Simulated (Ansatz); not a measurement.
What spin–orbit coupling does to the bands of Hf

```
Hf
1.0
     0.00000    2.22000    2.22000
     2.22000    0.00000    2.22000
     2.22000    2.22000    0.00000
Hf
1
Direct
  0.00000 0.00000 0.00000
```

The conventional cell has a = 4.440 Å, b = 4.440 Å, c = 4.440 Å, α = 90.00°, β = 90.00°, γ = 90.00°. Around Hf (atom 1) lie 12 Hf at 3.14 Å.

The cell is COD entry 1534929, as deposited and not checked against the literature; nothing was relaxed.

Methods: DFT, PBE, all-electron LAPW, scalar-relativistic (Ansatz 0.2.0); DFT, PBE, all-electron LAPW, Dirac equation with spin-orbit coupling (Ansatz 0.2.0).

Sampling and basis: a Γ-centred 16×16×16 k mesh, Fermi–Dirac smearing of 0.03 eV, basis error target 0.25 meV/atom, no spin polarisation.

Levels between -8 and 2 eV, each run counted from its own valence-band top where it has a gap, else its Fermi level. Scalar levels are listed once for both spins; with the coupling every spinor state is counted. Levels near the edges of the range can cross them.

At Γ (0.000, 0.000, 0.000) the scalar-relativistic levels are -7.27, 1.41 (×3). What are they with spin–orbit coupling?

-7.25 (×2), 1.31 (×4), 1.64 (×2).

At U (0.625, 0.250, 0.625) the scalar-relativistic levels are -2.29, -1.47, 0.89. What are they with spin–orbit coupling?

-2.27 (×2), -1.48 (×2), 0.85 (×2).
